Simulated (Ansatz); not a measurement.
Crystal: Nb.

```
CELL_PARAMETERS angstrom
-1.66395 1.66395 1.66395
1.66395 -1.66395 1.66395
1.66395 1.66395 -1.66395
ATOMIC_POSITIONS crystal
Nb 0.00000 0.00000 0.00000
```

Base run:

```yaml
Program: Ansatz 0.2.0
Functional: BLYP
Potentials_or_basis: Ansatz PAW
Cutoff: "420 eV (not typed: the program's choice for these potentials)"
k_mesh: 11 × 11 × 11
Occupations: fermi-dirac, width 0.05 eV
Spin: no spin polarisation
```

Its results: band gap on the k mesh none (metal or under the smearing width); pressure 4.1 GPa.

The run is repeated on the same cell with these changes: functional from BLYP to r2SCAN; cutoff from 420 eV (not typed: the program's choice for these potentials) to 500 eV (not typed: the program's choice for these potentials). What comes out?

Band gap on the k mesh none (metal or under the smearing width); pressure -3.2 GPa.

Caveats: the PAW data sets come from PBE, with cores solved anew for the run's functional, which leaves a small shift of forces and pressure.
